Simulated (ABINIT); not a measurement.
Crystal: KI.

```
I K
1.0
     0.00000    3.53277    3.53277
     3.53277    0.00000    3.53277
     3.53277    3.53277    0.00000
I K
1 1
Direct
  0.50000 0.50000 0.50000
  0.00000 0.00000 0.00000
```

Base run:

```yaml
Program: ABINIT 10.8.3 (patched build)
Functional: PBEsol
Potentials_or_basis: SPMS NC PBE v1.0
Cutoff: 381 eV
k_mesh: 4 × 4 × 4
Occupations: fixed
Spin: no spin polarisation
```

Its results: band gap on the k mesh 3.80 eV, direct; pressure -0.2 GPa.

Question: The run is repeated on the same cell with these changes: functional from PBEsol to PBE. What comes out?

Answer: Band gap on the k mesh 3.96 eV, direct; pressure 0.6 GPa.

PBE binds less tightly than PBEsol, so the same cell stands under more pressure.

Caveats: spin-orbit coupling is left out, which moves the levels of the heavy elements; the potentials were made for another functional, which shifts forces and pressure (some runs).

